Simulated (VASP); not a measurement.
# AlNi3 (Fm-3m) in VASP: reference runs

Reference runs on AlNi3: the cell as given and a disturbed copy.

Everything below comes from runs of VASP 6.6.1. Logs are shortened: lines on timing, memory, paths and dates and some standing lists are left out, and cuts for length are marked.

### 1 Starting point

The structure is cubic, space group Fm-3m (No. 225). The conventional cell has a = 5.604 Å, b = 5.604 Å, c = 5.604 Å, α = 90.00°, β = 90.00°, γ = 90.00°. Around Ni (site symmetry -43m) lie 4 Al at 2.43 Å and 4 Ni at 2.43 Å. Ni (site symmetry m-3m) has 8 Ni at 2.43 Å as nearest neighbours. Al (site symmetry m-3m) has 8 Ni at 2.43 Å as nearest neighbours.

The cell comes from a database or a generator and needn't be the stable form of this composition.

### 2 Single point, PBE, collinear spin, ferromagnetic start

INCAR reads:

```
PREC = Accurate
ENCUT = 520
EDIFF = 1E-7
ISMEAR = -1
SIGMA = 0.05
LREAL = F
LASPH = T
NELM = 120
ALGO = Normal
ISIF = 2
LWAVE = F
LCHARG = F
ISPIN = 2
MAGMOM = 1 1 1 0
LORBIT = 11
LMAXMIX = 4
GGA = PE
NBANDS = 28
```

KPOINTS reads:

```
Automatic mesh
0
Gamma
  8 8 8
```

POSCAR reads:

```
AlNi3
1.0
    0.0000000000      2.8018887551      2.8018887551
    2.8018887551      0.0000000000      2.8018887551
    2.8018887551      2.8018887551      0.0000000000
Ni Al
3 1
Direct
    0.7500000000      0.7500000000      0.7500000000
    0.0000000000      0.0000000000      0.0000000000
    0.2500000000      0.2500000000      0.2500000000
    0.5000000000      0.5000000000      0.5000000000
```

Potentials or basis: VASP PAW PBE potentials, release 64 (Ni, Al).

On the command line:

```bash
cat potpaw_PBE.64/Ni/POTCAR potpaw_PBE.64/Al/POTCAR > POTCAR
mpirun -np 1 vasp_std > vasp.out
```

OUTCAR:

```text
PREC = Accurate
   ENCUT = 520
   EDIFF = 1E-7
   ISMEAR = -1
   LREAL = F
   LASPH = T
   NELM = 120
   ISIF = 2
   ISPIN = 2
   LORBIT = 11
   GGA = PE

 ion  position               nearest neighbor table
   1  0.750  0.750  0.750-   4 2.43   2 2.43   4 2.43   2 2.43   4 2.43   4 2.43   2 2.43   2 2.43
                             3 2.80   3 2.80   3 2.80   3 2.80   3 2.80   3 2.80
   2  0.000  0.000  0.000-   1 2.43   3 2.43   1 2.43   1 2.43   3 2.43   1 2.43   3 2.43   3 2.43
                             4 2.80   4 2.80   4 2.80   4 2.80   4 2.80   4 2.80
   3  0.250  0.250  0.250-   2 2.43   4 2.43   2 2.43   2 2.43   4 2.43   2 2.43   4 2.43   4 2.43
                             1 2.80   1 2.80   1 2.80   1 2.80   1 2.80   1 2.80
   4  0.500  0.500  0.500-   3 2.43   1 2.43   3 2.43   1 2.43   3 2.43   3 2.43   1 2.43   1 2.43
                             2 2.80   2 2.80   2 2.80   2 2.80   2 2.80   2 2.80

  LATTYP: Found a face centered cubic cell.
 ALAT       =     5.6037775102

  Lattice vectors:

 A1 = (   0.0000000000,   2.8018887551,   2.8018887551)
 A2 = (   2.8018887551,   0.0000000000,   2.8018887551)
 A3 = (   2.8018887551,   2.8018887551,   0.0000000000)

Analysis of symmetry for initial positions (statically):
=====================================================================
 Subroutine PRICEL returns:
 Original cell was already a primitive cell.

 Routine SETGRP: Setting up the symmetry group for a
 face centered cubic supercell.

 Subroutine GETGRP returns: Found 48 space group operations
 (whereof 48 operations were pure point group operations)
 out of a pool of 48 trial point group operations.

The static configuration has the point symmetry O_h .

Analysis of symmetry for dynamics (positions and initial velocities):
=====================================================================
 Subroutine PRICEL returns:
 Original cell was already a primitive cell.

 Routine SETGRP: Setting up the symmetry group for a
 face centered cubic supercell.

 Subroutine GETGRP returns: Found 48 space group operations
 (whereof 48 operations were pure point group operations)
 out of a pool of 48 trial point group operations.

The dynamic configuration has the point symmetry O_h .

Analysis of structural, dynamic, and magnetic symmetry:
=====================================================================
 Subroutine PRICEL returns:
 Original cell was already a primitive cell.

 Routine SETGRP: Setting up the symmetry group for a
 face centered cubic supercell.

 Subroutine GETGRP returns: Found 48 space group operations
 (whereof 48 operations were pure point group operations)
 out of a pool of 48 trial point group operations.

The overall configuration has the point symmetry O_h .

 Subroutine INISYM returns: Found 48 space group operations
 (whereof 48 operations are pure point group operations),
 and found     1 'primitive' translations

----------------------------------------------------------------------------------------

                                     Primitive cell

  volume of cell :      43.9929

  direct lattice vectors                    reciprocal lattice vectors
     0.000000000  2.801888755  2.801888755    -0.178451053  0.178451053  0.178451053
     2.801888755  0.000000000  2.801888755     0.178451053 -0.178451053  0.178451053
     2.801888755  2.801888755  0.000000000     0.178451053  0.178451053 -0.178451053

  length of vectors
     3.962469078  3.962469078  3.962469078     0.309086291  0.309086291  0.309086291

  position of ions in fractional coordinates (direct lattice)
     0.750000000  0.750000000  0.750000000
     0.000000000  0.000000000  0.000000000
     0.250000000  0.250000000  0.250000000
     0.500000000  0.500000000  0.500000000

  ion indices of the primitive-cell ions
   primitive index   ion index
                 1           1
                 2           2
                 3           3
                 4           4

----------------------------------------------------------------------------------------

[... 25 lines left out ...]
            Coordinates               Weight
  0.000000  0.000000  0.000000      1.000000
  0.125000  0.000000  0.000000      8.000000
  0.250000  0.000000  0.000000      8.000000
  0.375000  0.000000  0.000000      8.000000
  0.500000  0.000000  0.000000      4.000000
  0.125000  0.125000  0.000000      6.000000
[... 16 lines left out ...]
  0.500000  0.250000  0.125000     48.000000
 -0.375000  0.250000  0.125000     24.000000
 [... further k-points ...]
   k-points           NKPTS =     29   k-points in BZ     NKDIM =     29   number of bands    NBANDS=     28
   number of dos      NEDOS =    301   number of ions     NIONS =      4
   total plane-waves  NPLWV =  27000
   dimension x,y,z NGX =    30 NGY =   30 NGZ =   30
   dimension x,y,z NGXF=    60 NGYF=   60 NGZF=   60
   ions per type =               3   1
   NGX,Y,Z   is equivalent  to a cutoff of  12.59, 12.59, 12.59 a.u.
   NGXF,Y,Z  is equivalent  to a cutoff of  25.17, 25.17, 25.17 a.u.
 SYSTEM =  unknown system
   PREC   = accura    normal or accurate (medium, high low for compatibility)
   ISTART =      0    job   : 0-new  1-cont  2-samecut
   ICHARG =      2    charge: 1-file 2-atom 10-const
   ISPIN  =      2    spin polarized calculation?
   LNONCOLLINEAR =      F non collinear calculations
   LSORBIT =      F    spin-orbit coupling
   LASPH  =      T    aspherical Exc in radial PAW
   ENCUT  =  520.0 eV  38.22 Ry    6.18 a.u.   7.37  7.37  7.37*2*pi/ulx,y,z
   NELM   =    120;   NELMIN=  2; NELMDL= -5     # of ELM steps
   EDIFF  = 0.1E-06   stopping-criterion for ELM
   LREAL  =      F    real-space projection
   EDIFFG = 0.1E-05   stopping-criterion for IOM
   NSW    =      0    number of steps for IOM
   IBRION =     -1    ionic relax: 0-MD 1-quasi-New 2-CG
   NFREE  =      0    steps in history (QN), initial steepest desc. (CG)
   ISIF   =      2    stress and relaxation
   ISYM   =      2    0-nonsym 1-usesym 2-fastsym
   POTIM  = 0.5000    time-step for ionic-motion
   TEBEG  =    0.0;   TEEND  =   0.0 temperature during run
   PSTRESS=    0.0 pullay stress
   NELECT =      33.0000    total number of electrons
   NUPDOWN=      -1.0000    fix difference up-down
   EMIN   =  10.00;   EMAX   =-10.00  energy-range for DOS
   EFERMI =   0.00;   METHOD = LEGACY
   ISMEAR =    -1;   SIGMA  =   0.05  broadening in eV -4-tet -1-fermi 0-gaus
   EFERMI_NEDOS =   21; number of points for ismear=-14 and -15
   IALGO  =     38    algorithm
   IMIX   =      4    mixing-type and parameters
     AMIX     =   0.40;   BMIX     =  1.00
     AMIX_MAG =   1.60;   BMIX_MAG =  1.00
  volume/ion in A,a.u.               =      11.00        74.22
  Fermi-wavevector in a.u.,A,eV,Ry     =   1.487483  2.810935 30.104316  2.212605
  Thomas-Fermi vector in A             =   2.600638
   LORBIT       =     11    0 simple, 1 ext, 2 COOP (PROOUT), +10 PAW based schemes
   GGA     = PE    functional components
   LHFCALC =     F    Hartree Fock is set to
   AEXX    =    0.0000 exact exchange contribution
   IVDW    =     0    specifies the selected vdW correction
   LEPSILON=     F    determine dielectric tensor
   LRPA    =     F    only Hartree local field effects (RPA)
 spin polarized calculation
  energy-cutoff  :      520.00
  volume of cell :       43.99
 maximum number of plane-waves:      1243
 NGX is ok and might be reduce to    30
   NGX = 15   NGY = 15   NGZ = 15

 number of electron      33.0000016 magnetization       0.0003915

 number of electron      33.0000016 magnetization      -0.0000789

 Free energy of the ion-electron system (eV)
  ---------------------------------------------------
  ext. energy  EPLUGINS =         0.00000000
  ---------------------------------------------------
  free energy    TOTEN  =       -21.67229467 eV

  energy without entropy =      -21.65321111  energy(sigma->0) =      -21.66275289

 E-fermi :   9.9550     XC(G=0): -12.8134

 val. band max:        9.9536497652   @ k =  -0.2500   0.5000   0.2500
 cond. band min:       9.9752290097   @ k =  -0.3750   0.1250   0.0000
 fundamental gap:      0.0215792445
 Fermi energy:         9.9550073296

 spin component 1

 k-point     1 :       0.0000    0.0000    0.0000
  band No.  band energies     occupation
      1      -0.2338      1.00000
      2       6.3629      1.00000
      3       6.3629      1.00000
      4       6.4854      1.00000
      5       6.4854      1.00000
      6       6.4854      1.00000
[... 733 lines left out ...]
     27      25.0854      0.00000
     28      27.8771      0.00000

 [... further k-points ...]

 spin component 2

 k-point     1 :       0.0000    0.0000    0.0000
  band No.  band energies     occupation
      1      -0.2338      1.00000
      2       6.3628      1.00000
      3       6.3628      1.00000
      4       6.4854      1.00000
      5       6.4854      1.00000
      6       6.4854      1.00000
[... 733 lines left out ...]
     27      25.0854      0.00000
     28      27.8771      0.00000

 [... further k-points ...]

------------------------ aborting loop because EDIFF is reached ----------------------------------------

  FORCE on cell =-STRESS in cart. coord.  units (eV):
  Direction    XX          YY          ZZ          XY          YZ          ZX
  --------------------------------------------------------------------------------------
  -------------------------------------------------------------------------------------
  Total        1.9343086      1.9343086      1.9343086     -0.0000000      0.0000000     -0.0000000
  in kB       70.4455686     70.4455686     70.4455686     -0.0000000      0.0000000     -0.0000000
  external PRESSURE =      70.4455686 kB  Pullay stress =       0.0000000 kB

 VOLUME and BASIS-vectors are now :
 -----------------------------------------------------------------------------
  energy-cutoff  :      520.00
  volume of cell :       43.99
      direct lattice vectors                 reciprocal lattice vectors
     0.000000000  2.801888755  2.801888755    -0.178451053  0.178451053  0.178451053
     2.801888755  0.000000000  2.801888755     0.178451053 -0.178451053  0.178451053
     2.801888755  2.801888755  0.000000000     0.178451053  0.178451053 -0.178451053

 POSITION                                       TOTAL-FORCE (eV/Angst)
 -----------------------------------------------------------------------------------
      4.20283      4.20283      4.20283        -0.000000     -0.000000     -0.000000
      0.00000      0.00000      0.00000        -0.000000     -0.000000     -0.000000
      1.40094      1.40094      1.40094         0.000000      0.000000      0.000000
      2.80189      2.80189      2.80189        -0.000000     -0.000000     -0.000000
 -----------------------------------------------------------------------------------
    total drift:                                0.000000     -0.000000      0.000000

  FREE ENERGIE OF THE ION-ELECTRON SYSTEM (eV)
  ---------------------------------------------------
  free  energy   TOTEN  =       -21.6722946691 eV

  energy  without entropy=      -21.6532111123  energy(sigma->0) =      -21.66275289

 total charge

# of ion       s       p       d       tot
------------------------------------------
    1        0.484   0.528   8.445   9.458
    2        0.489   0.507   8.408   9.404
    3        0.484   0.528   8.445   9.458
    4        0.407   0.417   0.000   0.824
--------------------------------------------------
tot          1.864   1.981  25.298  29.143

 magnetization (x)

# of ion       s       p       d       tot
------------------------------------------
    1        0.000   0.000  -0.000  -0.000
    2        0.000   0.000  -0.000  -0.000
    3        0.000   0.000  -0.000  -0.000
    4       -0.000   0.000   0.000  -0.000
--------------------------------------------------
tot          0.000   0.000  -0.000  -0.000
```

Run time: 58 s. Hardware: 1 thread of Intel Xeon 6975P-C (Granite Rapids), shared host; peak memory 0.21 GiB.

What came out:

- Free energy: -21.6723 eV
- Pressure: 7.0 GPa
- Band gap on the k mesh: none (metal or under the smearing width)
- Net moment: 0.00 μB per cell
- Valence electrons inside the program's atomic spheres: Ni 9.46, 9.40; Al 0.82

### 3 Single point, PBE, collinear spin, ferromagnetic start (atoms moved at random, drawn with an rms of 0.05 Å)

INCAR reads:

```
PREC = Accurate
ENCUT = 520
EDIFF = 1E-7
ISMEAR = -1
SIGMA = 0.05
LREAL = False
LASPH = True
NELM = 150
ALGO = Normal
ISIF = 2
LWAVE = False
LCHARG = False
ISPIN = 2
MAGMOM = 1 1 1 0
LORBIT = 11
LMAXMIX = 4
GGA = PE
NBANDS = 28
```

KPOINTS reads:

```
regular mesh
0
Gamma
  8 8 8
```

POSCAR reads:

```
AlNi3
1.0
    0.0000000000      2.8018887551      2.8018887551
    2.8018887551      0.0000000000      2.8018887551
    2.8018887551      2.8018887551      0.0000000000
Ni Al
3 1
Direct
    0.7491930000      0.7489530000      0.7541000000
    0.0041780000     -0.0114360000      0.0019060000
    0.2387360000      0.2647370000      0.2563390000
    0.5042910000      0.4831760000      0.5065360000
```

Potentials or basis: VASP PAW PBE potentials, release 64 (Ni, Al).

On the command line:

```bash
cat potpaw_PBE.64/Ni/POTCAR potpaw_PBE.64/Al/POTCAR > POTCAR
mpirun -np 1 vasp_std > vasp.out
```

OUTCAR:

```text
PREC = Accurate
   ENCUT = 520
   EDIFF = 1E-7
   ISMEAR = -1
   LREAL = False
   LASPH = True
   NELM = 150
   ISIF = 2
   ISPIN = 2
   LORBIT = 11
   GGA = PE

 ion  position               nearest neighbor table
   1  0.749  0.749  0.754-   4 2.38   2 2.40   2 2.41   2 2.43   4 2.43   4 2.44   4 2.45   2 2.46
                             3 2.75   3 2.78   3 2.79   3 2.82   3 2.83   3 2.85
   2  0.004  0.989  0.002-   3 2.34   1 2.40   1 2.41   3 2.41   1 2.43   1 2.46   3 2.48   3 2.48
                             4 2.79   4 2.79   4 2.80   4 2.80   4 2.82   4 2.82
   3  0.239  0.265  0.256-   2 2.34   4 2.38   4 2.38   2 2.41   4 2.43   2 2.48   2 2.48   4 2.53
                             1 2.75   1 2.78   1 2.79   1 2.82   1 2.83   1 2.85
   4  0.504  0.483  0.507-   1 2.38   3 2.38   3 2.38   3 2.43   1 2.43   1 2.44   1 2.45   3 2.53
                             2 2.79   2 2.79   2 2.80   2 2.80   2 2.82   2 2.82

  LATTYP: Found a face centered cubic cell.
 ALAT       =     5.6037775102

  Lattice vectors:

 A1 = (   0.0000000000,   2.8018887551,   2.8018887551)
 A2 = (   2.8018887551,   0.0000000000,   2.8018887551)
[... 1703 lines left out ...]
  Direction    XX          YY          ZZ          XY          YZ          ZX
  --------------------------------------------------------------------------------------
  -------------------------------------------------------------------------------------
  Total        2.0404424      2.1317474      2.1242634     -0.1140657     -0.1124777      0.1321847
  in kB       74.3108554     77.6360907     77.3635328     -4.1541587     -4.0963247      4.8140340
  external PRESSURE =      76.4368263 kB  Pullay stress =       0.0000000 kB

 VOLUME and BASIS-vectors are now :
 -----------------------------------------------------------------------------
  energy-cutoff  :      520.00
  volume of cell :       43.99
      direct lattice vectors                 reciprocal lattice vectors
     0.000000000  2.801888755  2.801888755    -0.178451053  0.178451053  0.178451053
     2.801888755  0.000000000  2.801888755     0.178451053 -0.178451053  0.178451053
     2.801888755  2.801888755  0.000000000     0.178451053  0.178451053 -0.178451053

 POSITION                                       TOTAL-FORCE (eV/Angst)
 -----------------------------------------------------------------------------------
      4.21139      4.21206      4.19764        -0.274265      0.112042     -0.178192
      2.77519      0.01705      2.78155         0.497375     -0.172241      0.201662
      1.46000      1.38715      1.41068        -0.703131      0.300904     -0.300079
      2.77306      2.83222      2.76677         0.480021     -0.240704      0.276609
 -----------------------------------------------------------------------------------
    total drift:                                0.000157     -0.000205      0.000106

  FREE ENERGIE OF THE ION-ELECTRON SYSTEM (eV)
  ---------------------------------------------------
  free  energy   TOTEN  =       -21.6221189126 eV

  energy  without entropy=      -21.6029996456  energy(sigma->0) =      -21.61255928

 total charge

# of ion       s       p       d       tot
------------------------------------------
    1        0.485   0.529   8.446   9.460
    2        0.491   0.508   8.408   9.407
    3        0.487   0.530   8.448   9.465
    4        0.408   0.418   0.000   0.826
--------------------------------------------------
tot          1.870   1.985  25.302  29.157

 magnetization (x)

# of ion       s       p       d       tot
------------------------------------------
    1        0.000   0.000   0.000   0.000
    2       -0.000   0.000  -0.000  -0.000
    3        0.000   0.000   0.000   0.000
    4       -0.000   0.000   0.000   0.000
--------------------------------------------------
tot          0.000   0.000  -0.000  -0.000
```

It took 7.1 min on 1 thread of Intel Xeon 6975P-C (Granite Rapids), shared host; peak memory 0.54 GiB.

What came out:

```yaml
Free_energy: -21.6221 eV
Pressure: 7.6 GPa
Largest_force: 0.822 eV/Å
Band_gap_on_the_k_mesh: none (metal or under the smearing width)
Net_moment: 0.00 μB per cell
Valence_electrons_inside_the_program's_atomic_spheres: Ni 9.46, 9.41; Al 0.83
```

Forces in eV/Å, atoms in the order of the input:
```
Ni  -0.274  0.112 -0.178
Ni   0.497 -0.172  0.202
Ni  -0.703  0.301 -0.300
Al   0.480 -0.241  0.277
```

Levels at points of the mesh, in eV from the Fermi level:
Spin up:
```tsv
k point	band 12	band 13	band 14	band 15	band 16	band 17	band 18	band 19	band 20	band 21
(0.00, 0.00, 0.00)	-0.87	-0.57	-0.56	-0.54	-0.52	5.36	5.37	5.44	5.91	5.97
(0.50, 0.00, 0.00)	-1.74	-0.70	-0.64	-0.49	-0.49	-0.16	4.28	4.47	4.70	4.84
(0.00, 0.50, 0.00)	-1.68	-0.64	-0.62	-0.46	-0.43	-0.10	4.25	4.35	4.79	4.87
(0.00, 0.00, 0.50)	-1.70	-0.67	-0.62	-0.49	-0.46	-0.13	4.22	4.45	4.71	4.88
(0.50, 0.50, 0.50)	-1.73	-0.70	-0.63	-0.48	-0.48	-0.16	4.26	4.47	4.70	4.86
(0.50, 0.50, 0.00)	-1.16	-1.02	-0.72	-0.60	-0.38	-0.34	-0.33	-0.03	4.28	4.66
(0.00, 0.50, 0.50)	-1.14	-1.06	-0.74	-0.59	-0.41	-0.37	-0.34	-0.01	4.28	4.67
(0.50, 0.00, 0.50)	-1.16	-1.02	-0.72	-0.60	-0.38	-0.34	-0.33	-0.03	4.28	4.66
```
Spin down:
| k point | band 12 | band 13 | band 14 | band 15 | band 16 | band 17 | band 18 | band 19 | band 20 | band 21 |
| --- | --- | --- | --- | --- | --- | --- | --- | --- | --- | --- |
| (0.00, 0.00, 0.00) | -0.87 | -0.57 | -0.56 | -0.54 | -0.53 | 5.36 | 5.37 | 5.44 | 5.91 | 5.97 |
| (0.50, 0.00, 0.00) | -1.74 | -0.70 | -0.64 | -0.49 | -0.49 | -0.16 | 4.28 | 4.47 | 4.70 | 4.84 |
| (0.00, 0.50, 0.00) | -1.68 | -0.64 | -0.62 | -0.46 | -0.43 | -0.10 | 4.25 | 4.35 | 4.79 | 4.87 |
| (0.00, 0.00, 0.50) | -1.70 | -0.67 | -0.62 | -0.49 | -0.46 | -0.13 | 4.22 | 4.45 | 4.71 | 4.88 |
| (0.50, 0.50, 0.50) | -1.73 | -0.70 | -0.63 | -0.48 | -0.48 | -0.16 | 4.26 | 4.47 | 4.70 | 4.86 |
| (0.50, 0.50, 0.00) | -1.16 | -1.02 | -0.72 | -0.60 | -0.38 | -0.34 | -0.33 | -0.03 | 4.28 | 4.66 |
| (0.00, 0.50, 0.50) | -1.14 | -1.06 | -0.74 | -0.59 | -0.41 | -0.37 | -0.34 | -0.01 | 4.28 | 4.67 |
| (0.50, 0.00, 0.50) | -1.16 | -1.02 | -0.72 | -0.60 | -0.38 | -0.34 | -0.33 | -0.03 | 4.28 | 4.66 |
